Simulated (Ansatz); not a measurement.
# In, hcp: geometry optimisation

Theory: Ansatz, DFT, PBE, plane waves (420 eV) with PAW, scalar-relativistic.

k-point mesh 11×11×6, Fermi-Dirac smearing 0.1 eV, no spin polarisation. Cell and atoms relax.

Starting structure:

```cif
data_structure
_symmetry_space_group_name_H-M 'P 1'
_symmetry_Int_Tables_number 1
_cell_length_a 3.3314
_cell_length_b 3.3314
_cell_length_c 5.4402
_cell_angle_alpha 90.000
_cell_angle_beta 90.000
_cell_angle_gamma 120.000
_cell_volume 52.29
loop_
_atom_site_label
_atom_site_type_symbol
_atom_site_fract_x
_atom_site_fract_y
_atom_site_fract_z
_atom_site_occupancy
In1 In 0.33333 0.66667 0.25000 1
In2 In 0.66667 0.33333 0.75000 1
```

Task: What cell does the relaxation end in?

Result: P6_3/mmc with a = 3.400 Å, c = 5.526 Å (c/a = 1.625); 27.66 Å³ per atom against 26.14 at the start (5.8 %).

Task: How much energy does the relaxation gain?

Result: 10.1 meV per atom.
